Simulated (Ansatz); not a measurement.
# Σ5 (210) boundary in fcc Al with Ta (substitutional): structure and resistance

How much does the Σ5 (210) boundary in fcc Al with Ta (substitutional) reflect electrons?

Method: Ansatz plane-wave DFT, PBE, PAW files; relaxation of a bicrystal slab with its lowest layers held; PAW set soft_1, in the first sound run; inputs show where later runs differ, in Ansatz 0.2.0.

### Step 1. The starting structure

The cell holds 21 atoms: 20 Al and 1 Ta. Its edges and angles: a = 4.958 Å, b = 4.048 Å, c = 30.008 Å, α = 90.0°, β = 90.0°, γ = 65.9°. It derives from Al. built on the (2 1 0) plane; 2 overlapping atoms removed and the grains opened by 0 Å. Vacuum lies along c.

### Step 2. Relaxing the bicrystal

The boundary is built by mirroring the lower grain in the boundary plane and removing any atoms that overlap; then the Ta is put in at the boundary. A thin bicrystal slab is relaxed first, with the lowest layers held and the upper grain free to shift and open.

Input file input.yaml:

```yaml
crystal:
  lattice:
    - [4.957730497, 0.0, 0.0]
    - [1.6525768323, 3.6952741352, 0.0]
    - [0.0, 0.0, 30.0082257911]
  atoms:
    - { symbol: Al, position: [0.6, 0.7000000001, 0.1666209804] }
    - { symbol: Al, position: [0.2, 0.4000000001, 0.1967844967] }
    - { symbol: Al, position: [0.8, 0.1000000001, 0.226948013] }
    - { symbol: Al, position: [0.4, 0.8000000001, 0.2571115294] }
    - { symbol: Al, position: [1.0, 0.5000000001, 0.2872750457] }
    - { symbol: Al, position: [0.6, 0.2, 0.3174385621] }
    - { symbol: Al, position: [0.2, 0.9, 0.3476020784] }
    - { symbol: Al, position: [0.8, 0.6, 0.3777655948] }
    - { symbol: Al, position: [0.4, 0.3, 0.4079291111] }
    - { symbol: Ta, position: [0.0, 0.0, 0.4380926274] }
    - { symbol: Al, position: [0.8, 0.6, 0.4984196601] }
    - { symbol: Al, position: [0.2, 0.9, 0.5285831765] }
    - { symbol: Al, position: [0.6, 0.2, 0.5587466928] }
    - { symbol: Al, position: [1.0, 0.5000000001, 0.5889102092] }
    - { symbol: Al, position: [0.4, 0.8000000001, 0.6190737255] }
    - { symbol: Al, position: [0.8, 0.1000000001, 0.6492372419] }
    - { symbol: Al, position: [0.2, 0.4000000001, 0.6794007582] }
    - { symbol: Al, position: [0.6, 0.7000000001, 0.7095642745] }
    - { symbol: Al, position: [1.0, 1.0e-10, 0.7397277909] }
    - { symbol: Al, position: [0.4, 0.3000000001, 0.7698913072] }
    - { symbol: Al, position: [0.8, 0.6000000001, 0.8000548236] }
kpoints:
  mp_grid: { grid: [6, 6, 1] }
hamiltonian:
  xc: pbe
  pseudopotentials: { kind: paw, azcp: { folder: soft_1 } }
scf:
  occupations: { method: fermi_dirac, width: 0.1 }
relax:
  f_tol: 0.03
  max_steps: 80
  constraints: [{ sites: [0, 1, 2, 3] }]
```

The run is started by

```console
> ansatz run input.yaml --threads 4 --pin off --max-ram 15360MiB --backend cpu --events-out ev --progress --plain --runs-dir out
```

Numbers of over 12 decimals in the logs are rounded to 6 here.

What it wrote:

```text
Engine: ansatz 0.2.0, aarch64-unknown-linux-gnu
Pseudopotentials: kind: paw
Pseudopotential: Al, paw, valence charge 3, recommended cutoff 420 eV (normal), soft_1/Al.paw.azcp
Pseudopotential: Ta, paw, valence charge 13, recommended cutoff 420 eV (normal), soft_1/Ta.paw.azcp
Functional definition: PBE
  parameter kappa = 0.804
  parameter beta = 0.066725
  exchange = pbe_x(kappa = kappa, mu = beta*pi^2/3)
  correlation = pbe_c(beta = beta)
Crystal: 21 atoms, lattice volume = 549.756 Å³
Basis set: ecut = 420 eV, 10749 PW (Γ), exchange–correlation on 72×60×432 points (8 copies of the dense FFT grid, shifted against one another)
Bands: 58, of which v1, the nominal top of the filled ones, is band 37 counted from 1 (36 counted from 0)
Symmetry: 2 space group operations
Space group: Cm (ITA 8), of the structure as read, at distance tolerance 8.2e-5 Å
k-points: 13 of 36 (time reversal used)
Non-local potential: Al, projectors of the file, l = 0: 2, l = 1: 2, l = 2: 1
Non-local potential: Ta, projectors of the file, l = 0: 3, l = 1: 2, l = 2: 2, l = 3: 1
PAW form: soft (Blöchl's): semilocal exchange-correlation on the pseudo side does not see the compensation charge
PAW one-centre angular grid: Al, 110 points (default); XC on 64 Gauss nodes
PAW one-centre angular grid: Ta, 590 points (default); XC on 64 Gauss nodes
Initial density: superposition of atomic densities (neutral atoms: chi_scale 0, normalization atom)
Initial wavefunctions: pseudopotential atomic-orbital guess
Functional: x = pbe(κ = 0.804, μ = 0.219515), c = pbe(β = 0.066725)
SCF iter   1: F=—  HF=-20682.276608 eV  |F-HF|=—  |Δ(HF+E_count)|=         —  Δρ=2.24e-2  dr2=3.76e1  ethr=3.10e-3  ⟨swp⟩=9.5  Hψ=4420  notcnv=0  defer=8
preconditioner: auto → LDOS  [metal: Δε(μ)=0.045 eV  Ē_g=6.181 eV  σ=0.100 eV  W_gap=0.11  n_scr=80 (ndim 8)  ℏωp=12.8 eV  f_vac=0.236  D(μ)=10.88/eV (n_scr^D=72)  β→1.0]
SCF iter   2: F=—  HF=-20679.792626 eV  |F-HF|=—  |Δ(HF+E_count)|=    2.48e0  Δρ=7.73e-3  dr2=8.33e-1  ethr=3.10e-3  ⟨swp⟩=5.0  Hψ=2002  notcnv=0  defer=23
SCF iter   3: F=—  HF=-20679.765489 eV  |F-HF|=—  |Δ(HF+E_count)|=   2.71e-2  Δρ=2.11e-3  dr2=9.08e-2  ethr=1.14e-3  ⟨swp⟩=4.0  Hψ=1450  notcnv=0  defer=23
SCF iter   4: F=—  HF=-20679.751879 eV  |F-HF|=—  |Δ(HF+E_count)|=   1.36e-2  Δρ=5.56e-4  dr2=3.69e-3  ethr=1.24e-4  ⟨swp⟩=2.6  Hψ=1381  notcnv=0  defer=22
SCF iter   5: F=—  HF=-20679.752146 eV  |F-HF|=—  |Δ(HF+E_count)|=   2.67e-4  Δρ=1.95e-4  dr2=5.67e-4  ethr=5.05e-6  ⟨swp⟩=2.0  Hψ=1238  notcnv=0  defer=22
SCF iter   6: F=—  HF=-20679.752095 eV  |F-HF|=—  |Δ(HF+E_count)|=   5.02e-5  Δρ=4.56e-5  dr2=2.33e-5  ethr=7.76e-7  ⟨swp⟩=2.0  Hψ=1231  notcnv=0  defer=22
SCF iter   7: F=-20679.752095 eV  HF=-20679.752095 eV  |F-HF|=2.46e-7  |Δ(HF+E_count)|=   1.59e-7  Δρ=1.43e-5  dr2=2.02e-6  ethr=3.08e-8  ⟨swp⟩=5.0  Hψ=2415  notcnv=0
SCF 1 converged in 7 iterations: F = -20679.752095 eV  dr2 = 2.02e-6
  greatest PAW one-centre occupation: 0.999 electrons in one spin orbital (limit 2), on the Ta atom at site 9 (counted from 0), in its partial waves of l = 0
relax step   1: F+E_penalty+E_count = -20679.75209508 eV  Δ(F+E_penalty+E_count) = +0.000e0 eV  max|allowed force component| = 6.287e-1 eV/Å  Δτ_max = 0.0000 Å  (7 SCF iters, dr2 threshold 2.25e-5 eV, accepted)
Initial density: handed on by an earlier stage of this run
Initial wavefunctions: those handed on with the density
SCF iter   1: F=—  HF=-20680.289830 eV  |F-HF|=—  |Δ(HF+E_count)|=         —  Δρ=9.16e-3  dr2=5.09e0  ethr=3.10e-3  ⟨swp⟩=3.8  Hψ=2067  notcnv=0  defer=20
preconditioner: auto → LDOS  [metal: Δε(μ)=0.035 eV  Ē_g=6.039 eV  σ=0.100 eV  W_gap=0.09  n_scr=80 (ndim 8)  ℏωp=12.8 eV  f_vac=0.246  D(μ)=9.39/eV (n_scr^D=58)  β→1.0]
SCF iter   2: F=—  HF=-20680.081863 eV  |F-HF|=—  |Δ(HF+E_count)|=   2.08e-1  Δρ=2.30e-3  dr2=1.31e-1  ethr=3.10e-3  ⟨swp⟩=1.7  Hψ=887  notcnv=0  defer=21
SCF iter   3: F=—  HF=-20680.072294 eV  |F-HF|=—  |Δ(HF+E_count)|=   9.57e-3  Δρ=5.88e-4  dr2=2.13e-2  ethr=1.80e-4  ⟨swp⟩=2.0  Hψ=1072  notcnv=0  defer=23
SCF iter   4: F=—  HF=-20680.071057 eV  |F-HF|=—  |Δ(HF+E_count)|=   1.24e-3  Δρ=1.16e-4  dr2=3.97e-4  ethr=2.91e-5  ⟨swp⟩=1.4  Hψ=875  notcnv=0  defer=23
SCF iter   5: F=-20680.071095 eV  HF=-20680.071103 eV  |F-HF|=7.21e-6  |Δ(HF+E_count)|=   4.53e-5  Δρ=2.82e-5  dr2=1.11e-5  ethr=3.38e-8  ⟨swp⟩=4.2  Hψ=3363  notcnv=0
SCF 2 converged in 5 iterations: F = -20680.071095 eV  dr2 = 1.11e-5
relax step   2: F+E_penalty+E_count = -20680.07109530 eV  Δ(F+E_penalty+E_count) = -3.190e-1 eV  max|allowed force component| = 4.069e-1 eV/Å  Δτ_max = 0.1948 Å  (5 SCF iters, dr2 threshold 2.47e-5 eV, accepted)
iter 1 solved again at ethr=1.77e-3 eV; its pass at ethr=3.10e-3 eV (dr2=1.29e0 eV) is discarded
SCF iter   1: F=—  HF=-20680.377204 eV  |F-HF|=—  |Δ(HF+E_count)|=         —  Δρ=5.62e-3  dr2=1.76e0  ethr=1.77e-3  ⟨swp⟩=1.5  Hψ=2892  notcnv=0  defer=18
preconditioner: auto → LDOS  [metal: Δε(μ)=0.025 eV  Ē_g=6.050 eV  σ=0.100 eV  W_gap=0.06  n_scr=80 (ndim 8)  ℏωp=12.8 eV  f_vac=0.248  D(μ)=8.97/eV (n_scr^D=46)  β→1.0]
SCF iter   2: F=—  HF=-20680.304522 eV  |F-HF|=—  |Δ(HF+E_count)|=   7.27e-2  Δρ=1.59e-3  dr2=5.95e-2  ethr=1.77e-3  ⟨swp⟩=1.5  Hψ=742  notcnv=0  defer=18
SCF iter   3: F=—  HF=-20680.298082 eV  |F-HF|=—  |Δ(HF+E_count)|=   6.44e-3  Δρ=4.04e-4  dr2=5.85e-3  ethr=8.15e-5  ⟨swp⟩=2.3  Hψ=1299  notcnv=0  defer=18
SCF iter   4: F=—  HF=-20680.297576 eV  |F-HF|=—  |Δ(HF+E_count)|=   5.06e-4  Δρ=8.55e-5  dr2=1.69e-4  ethr=8.02e-6  ⟨swp⟩=2.0  Hψ=997  notcnv=0  defer=18
SCF iter   5: F=-20680.297590 eV  HF=-20680.297590 eV  |F-HF|=7.99e-7  |Δ(HF+E_count)|=   1.46e-5  Δρ=2.31e-5  dr2=3.52e-6  ethr=1.42e-8  ⟨swp⟩=4.0  Hψ=3187  notcnv=0
SCF 3 converged in 5 iterations: F = -20680.297590 eV  dr2 = 3.52e-6
relax step   3: F+E_penalty+E_count = -20680.29758952 eV  Δ(F+E_penalty+E_count) = -2.265e-1 eV  max|allowed force component| = 3.755e-1 eV/Å  Δτ_max = 0.1949 Å  (5 SCF iters, dr2 threshold 1.03e-5 eV, accepted)
[... from here on, the SCF cycles and remarks between the steps are left out ...]
relax step   4: F+E_penalty+E_count = -20680.44567775 eV  Δ(F+E_penalty+E_count) = -1.481e-1 eV  max|allowed force component| = 2.590e-1 eV/Å  Δτ_max = 0.1950 Å  (5 SCF iters, dr2 threshold 5.91e-5 eV, accepted)
relax step   5: F+E_penalty+E_count = -20680.53838703 eV  Δ(F+E_penalty+E_count) = -9.271e-2 eV  max|allowed force component| = 2.116e-1 eV/Å  Δτ_max = 0.2000 Å  (5 SCF iters, dr2 threshold 3.19e-5 eV, accepted)
relax step   6: F+E_penalty+E_count = -20680.56420226 eV  Δ(F+E_penalty+E_count) = -2.582e-2 eV  max|allowed force component| = 1.015e-1 eV/Å  Δτ_max = 0.1938 Å  (5 SCF iters, dr2 threshold 2.13e-5 eV, accepted)
relax step   7: F+E_penalty+E_count = -20680.59078863 eV  Δ(F+E_penalty+E_count) = -2.659e-2 eV  max|allowed force component| = 1.132e-1 eV/Å  Δτ_max = 0.2000 Å  (6 SCF iters, dr2 threshold 2.37e-6 eV, accepted)
relax step   8: F+E_penalty+E_count = -20680.60200291 eV  Δ(F+E_penalty+E_count) = -1.121e-2 eV  max|allowed force component| = 3.736e-2 eV/Å  Δτ_max = 0.1187 Å  (5 SCF iters, dr2 threshold 2.95e-6 eV, accepted)
relax step   9: F+E_penalty+E_count = -20680.60404355 eV  Δ(F+E_penalty+E_count) = -2.041e-3 eV  max|allowed force component| = 2.762e-2 eV/Å  Δτ_max = 0.0556 Å  (6 SCF iters, accepted)
relax step  10: F+E_penalty+E_count = -20680.60593711 eV  Δ(F+E_penalty+E_count) = -1.894e-3 eV  max|allowed force component| = 4.367e-2 eV/Å  Δτ_max = 0.0543 Å  (6 SCF iters, accepted)
relax step  11: F+E_penalty+E_count = -20680.61252993 eV  Δ(F+E_penalty+E_count) = -6.593e-3 eV  max|allowed force component| = 4.117e-2 eV/Å  Δτ_max = 0.1950 Å  (6 SCF iters, dr2 threshold 1.04e-6 eV, accepted)
relax step  12: F+E_penalty+E_count = -20680.61144762 eV  Δ(F+E_penalty+E_count) = +1.082e-3 eV  max|allowed force component| = 1.000e-1 eV/Å  Δτ_max = 0.1950 Å  (6 SCF iters, dr2 threshold 1.51e-6 eV, rejected (line search))
relax step  13: F+E_penalty+E_count = -20680.61647915 eV  Δ(F+E_penalty+E_count) = -3.949e-3 eV  max|allowed force component| = 6.428e-2 eV/Å  Δτ_max = 0.0937 Å  (6 SCF iters, accepted)
relax step  14: F+E_penalty+E_count = -20680.61837151 eV  Δ(F+E_penalty+E_count) = -1.892e-3 eV  max|allowed force component| = 2.036e-2 eV/Å  Δτ_max = 0.0821 Å  (5 SCF iters, dr2 threshold 3.67e-6 eV, accepted)
iter 1 solved again at ethr=1.12e-9 eV; its pass at ethr=3.10e-3 eV (dr2=8.14e-7 eV) is discarded
SCF iter   1: F=—  HF=-20680.618400 eV  |F-HF|=—  |Δ(HF+E_count)|=         —  Δρ=6.98e-6  dr2=8.16e-7  ethr=1.12e-9  ⟨swp⟩=1.6  Hψ=1864  notcnv=0  defer=25
preconditioner: auto → LDOS  [metal: Δε(μ)=0.048 eV  Ē_g=6.151 eV  σ=0.100 eV  W_gap=0.12  n_scr=80 (ndim 8)  ℏωp=12.8 eV  f_vac=0.260  D(μ)=7.91/eV (n_scr^D=28)  β→1.0]
SCF iter   2: F=—  HF=-20680.618372 eV  |F-HF|=—  |Δ(HF+E_count)|=   2.76e-5  Δρ=4.48e-6  dr2=2.89e-7  ethr=1.12e-9  ⟨swp⟩=2.0  Hψ=1206  notcnv=0  defer=25
SCF iter   3: F=-20680.618372 eV  HF=-20680.618372 eV  |F-HF|=2.15e-10  |Δ(HF+E_count)|=   6.67e-8  Δρ=1.10e-6  dr2=1.00e-8  ethr=1.37e-10  ⟨swp⟩=3.1  Hψ=2797  notcnv=0
SCF 15 converged in 3 iterations: F = -20680.618372 eV  dr2 = 1.00e-8
relax step  15: F+E_penalty+E_count = -20680.61837202 eV  Δ(F+E_penalty+E_count) = -5.189e-7 eV  max|allowed force component| = 2.085e-2 eV/Å  Δτ_max = 0.0000 Å  (3 SCF iters, accepted)
SCF converged after 3 iterations
Free energy (F): -20680.618372 eV
Harris-Foulkes:  -20680.618372 eV  (|F-HF|=2.15e-10)
Internal energy: -20680.345875 eV  (E = F + TS)
E sigma→0 (E₀):  -20680.482124 eV
Entropy (-TS):   -0.272497 eV (-12.976 meV/atom)
Fermi energy:    3.821944 eV
--- Per-component energies (eV) ---
  E_band       = -320.747988
  E_kinetic    = 827.835279
  E_local      = -21124.825498  (includes V_loc(G=0)·N_el)
  E_nonlocal   = 191.218404
  E_hartree    = 10381.058085
  E_xc         = -1065.356932
  E_vxc        = -804.020979  (∫ρ·V_xc dr)
  E_paw        = -17692.815491  (= ΣΔE_a)
  E_vpaw       = -173.071887  (= ΣTr[D̂ρ^β])
  E_aug_tail   = 0.000059  (compensation charges beyond the density's cutoff)
  E_ewald      = 7802.540220
  E_smearing   = -0.272497  (= −TS)
  E_closure    = 0.000000  (closes the sum)
  Σ components = -20680.618372   (vs F -20680.618372, Δ=0.00e0)
--- Forces (eV/Å), atoms counted from 1 ---
  atom   1  Al    -0.09907856     0.04430928     0.24438663
  atom   2  Al     0.01439970    -0.00643974    -0.19689760
  atom   3  Al    -0.00515734     0.00230643     0.02262725
  atom   4  Al     0.06686911    -0.02990477    -0.04020998
  atom   5  Al    -0.00087816     0.00039272    -0.00641692
  atom   6  Al     0.00266515    -0.00119189     0.01178466
  atom   7  Al     0.00415887    -0.00185990    -0.00309892
  atom   8  Al    -0.00822484     0.00367826    -0.01333415
  atom   9  Al     0.00703096    -0.00314434    -0.00099744
  atom  10  Ta     0.02084944    -0.00932415    -0.00226763
  atom  11  Al    -0.01134194     0.00507227     0.00252645
  atom  12  Al    -0.00899426     0.00402235     0.00289420
  atom  13  Al     0.00356559    -0.00159458     0.00571303
  atom  14  Al     0.00956880    -0.00427930    -0.00288467
  atom  15  Al    -0.00033297     0.00014891    -0.01348321
  atom  16  Al     0.00103269    -0.00046183     0.00206884
  atom  17  Al    -0.00102697     0.00045928     0.00227317
  atom  18  Al    -0.00090428     0.00040441    -0.00048815
  atom  19  Al     0.00385808    -0.00172539    -0.00313431
  atom  20  Al    -0.00129213     0.00057786    -0.00364228
  atom  21  Al     0.00324365    -0.00145060    -0.00741702
  max |Σ_I F_I| component: 1.06e-5 eV/Å
--- Relaxed structure (15 steps of the walk, 14 accepted, 0 SCFs on fresh bases) ---
  F+E_penalty+E_count = -20680.61837202 eV   max|allowed force component| = 2.085e-2 eV/Å
  atoms:
    - { symbol: Al, position: [0.600000, 0.700000, 0.166621] }
    - { symbol: Al, position: [0.200000, 0.4, 0.1967844967] }
    - { symbol: Al, position: [0.800000, 0.100000, 0.226948] }
    - { symbol: Al, position: [0.400000, 0.800000, 0.2571115294] }
    - { symbol: Al, position: [1.015593, 0.492204, 0.287505] }
    - { symbol: Al, position: [0.623837, 0.188081, 0.317999] }
    - { symbol: Al, position: [0.239653, 0.880174, 0.348483] }
    - { symbol: Al, position: [0.847369, 0.576316, 0.377136] }
    - { symbol: Al, position: [0.435568, 0.282216, 0.412699] }
    - { symbol: Ta, position: [0.030163, -0.015082, 0.436013] }
    - { symbol: Al, position: [0.650376, 0.674812, 0.462504] }
    - { symbol: Al, position: [0.242587, 0.878707, 0.522748] }
    - { symbol: Al, position: [0.667093, 0.166454, 0.527279] }
    - { symbol: Al, position: [1.026332, 0.486834, 0.576341] }
    - { symbol: Al, position: [0.440481, 0.779759, 0.606796] }
    - { symbol: Al, position: [0.822135, 0.088932, 0.635104] }
    - { symbol: Al, position: [0.221298, 0.389351, 0.665780] }
    - { symbol: Al, position: [0.605110, 0.697445, 0.696914] }
    - { symbol: Al, position: [1.001618, -0.000809123, 0.726468] }
    - { symbol: Al, position: [0.389708, 0.305146, 0.761473] }
    - { symbol: Al, position: [0.783238, 0.608381, 0.784158] }
```

It took 2.1 min on 4 threads of Arm Neoverse V1, shared host; peak memory 1.1 GiB; 8.1 min of CPU time.

Step by step:

```tsv
step	energy less that of the first step (eV)	largest force component (eV/Å)
1	0.0000	0.6287
2	-0.3190	0.4069
3	-0.5455	0.3755
4	-0.6936	0.2590
5	-0.7863	0.2116
6	-0.8121	0.1015
7	-0.8387	0.1132
8	-0.8499	0.0374
9	-0.8519	0.0276
10	-0.8538	0.0437
11	-0.8604	0.0412
12	-0.8594	0.1000
13	-0.8644	0.0643
14	-0.8663	0.0204
15	-0.8663	0.0208
```

Relaxation step 12 was tried and not accepted.

Forces are held to the 2 operations that the run works with; a distortion that breaks them can't arise in this run.

The atoms that moved most (Å):

```tsv
atom	dx	dy	dz	length
Al11	-0.618	0.276	-1.078	1.273
Al13	0.277	-0.124	-0.944	0.992
Al21	-0.069	0.031	-0.477	0.483
Al16	0.091	-0.041	-0.424	0.436
Al17	0.088	-0.039	-0.409	0.420
Al15	0.167	-0.075	-0.368	0.411
Al19	0.007	-0.003	-0.398	0.398
Al14	0.109	-0.049	-0.377	0.396
```

Numbers from this step:

* free energy: -20680.6184 eV
* energy at zero smearing: -20680.4821 eV
* Fermi energy: 3.822 eV

The largest force component on a free atom ends at 0.021 eV/Å, under the tolerance of 0.03, after 15 steps.

[end of part 1 of 2]

[Logs are printed without paths, hosts, clocks, repeated set-up lines and the standing remarks that a program may print on its own settings, such as how far it seeks lower states.]

[Hosts, paths, dates, database ids (printed as entryN), source tags and the programs' standing remarks are cut or masked in the printed files.]
